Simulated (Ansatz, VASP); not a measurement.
**Two plane-wave programs on ScAl3**

```
Sc Al
1.0
     4.07118    0.00000    0.00000
     0.00000    4.07118    0.00000
     0.00000    0.00000    4.07118
Sc Al
1 3
Direct
  0.00000 0.00000 0.00000
  0.50000 0.00000 0.50000
  0.00000 0.50000 0.50000
  0.50000 0.50000 0.00000
```

Alike in both runs: functional PBEsol; k mesh 10 × 10 × 10; occupations gaussian, width 0.1 eV; no spin polarisation.

Ansatz relaxed the structure, and its values are those at the end. VASP's run is a single point on that final structure, the one shown.

|  | VASP | Ansatz |
| --- | --- | --- |
| version | VASP 6.6.1 | Ansatz 0.2.0 |
| potentials or method | VASP PAW PBE potentials, release 64 (Sc_sv, Al) | scalar-relativistic, plane waves, PAW |
| plane-wave cutoff (eV) | 520 | 420 |
| valence electrons in the cell | 20 | 20 |

```tsv
	VASP	Ansatz	Ansatz less VASP
gap on the k mesh at the Fermi level (eV)	none	none	-
pressure (GPa)	0.2	0.0	-0.22
```

A gap of «none» marks a metal or a gap that the smearing closes.

Caveats: the PAW data sets were made with another functional, which shifts forces and pressure a little (VASP).
